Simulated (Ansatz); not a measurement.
The system is LiCl.

```
Cl Li
1.0
     0.00000    2.56477    2.56477
     2.56477    0.00000    2.56477
     2.56477    2.56477    0.00000
Cl Li
1 1
Direct
  0.50000 0.50000 0.50000
  0.00000 0.00000 0.00000
```

Base run:

- Program: Ansatz 0.2.0
- Functional: PBEsol
- Potentials or basis: all-electron LAPW, non-relativistic
- Cutoff: 160 eV (chosen from the basis error)
- Basis error allowed: 0.001 eV/atom
- k mesh: 9 × 9 × 9
- Occupations: fermi-dirac, width 0.05 eV
- Spin: no spin polarisation

Its results: band gap on the k mesh 6.22 eV, direct; pressure -1.2 GPa.

Task: The run is repeated on the same cell with these changes: potentials or basis from all-electron LAPW, non-relativistic to all-electron PAW datasets made for the crystal. What comes out?

Result: Band gap on the k mesh 6.13 eV, direct; pressure -1.3 GPa.

The runs don't all hold the same shells in valence.
